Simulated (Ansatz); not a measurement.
The system is CdSe.

```
Cd Se
1.0
     0.00000    3.07027    3.07027
     3.07027    0.00000    3.07027
     3.07027    3.07027    0.00000
Cd Se
1 1
Direct
  0.00000 0.00000 0.00000
  0.25000 0.25000 0.25000
```

Measurements of this composition are mostly on another form, of space group No. 186.

* Program: Ansatz 0.2.0
* Task: relaxation of cell and atoms
* Functional: PBEsol
* Dispersion: D4
* Potentials or basis: Ansatz PAW
* Cutoff: 420 eV (not typed: the program's choice for these potentials)
* k mesh: 8 × 8 × 8
* Occupations: fermi-dirac, width 0.05 eV
* Spin: no spin polarisation

At the start: volume 28.94 Å³/atom.

Q: How do energy, volume and symmetry change on relaxing?

A: It ends after 5 steps and the volume is 27.57 Å³/atom (-4.7 %); space group F-43m (No. 216, to 0.05 Å).

The path:
```csv
step,energy change (eV),largest force (eV/Å),volume (Å³)
1,0.0000,0.0000,57.88
2,-0.0196,0.0000,54.26
3,-0.0219,0.0000,55.22
4,-0.0219,0.0000,55.14
5,-0.0214,0.0000,55.14
```

Final structure:
```yaml
crystal:
  lattice:
    - [0.00000, 3.02098, 3.02098]
    - [3.02098, 0.00000, 3.02098]
    - [3.02098, 3.02098, 0.00000]
  atoms:
    - { symbol: Cd, position: [0.00000, 0.00000, 0.00000] }
    - { symbol: Se, position: [0.25000, 0.25000, 0.25000] }
```

Caveat: the plane-wave basis is chosen anew once the cell has moved, so the energies of steps on either side of that aren't comparable; the PAW data sets come from PBE, with cores solved anew for the run's functional, which leaves a small shift of forces and pressure.
